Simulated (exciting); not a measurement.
The system is BN.

```xyz
2
Lattice="0.0000 1.8130 1.8130 1.8130 0.0000 1.8130 1.8130 1.8130 0.0000" Properties=species:S:1:pos:R:3 pbc="T T T"
N     0.9065    0.9065    0.9065
B     0.0000    0.0000    0.0000
```

The cell is a database's computed one.

Base run:

| Quantity | Value |
| --- | --- |
| Program | exciting (release sodium) |
| Functional | PBE |
| Potentials or basis | all-electron LAPW+lo, shipped species files, valence relativity iora* |
| rgkmax | 7.5 |
| k mesh | 13 × 13 × 13 |
| Occupations | fermi-dirac, width 0.05 eV |
| Spin | no spin polarisation |

Its results: band gap on the k mesh 4.54 eV, indirect (least direct gap 8.78 eV).

Task: After a change of settings the same cell gave: band gap on the k mesh 4.35 eV, indirect (least direct gap 8.72 eV). Which change was it?
A. functional from PBE to RPBE
B. functional from PBE to revPBE
C. functional from PBE to PBEsol
D. occupations from fermi-dirac, width 0.05 eV to gaussian, width 0.011 eV

Result: C.
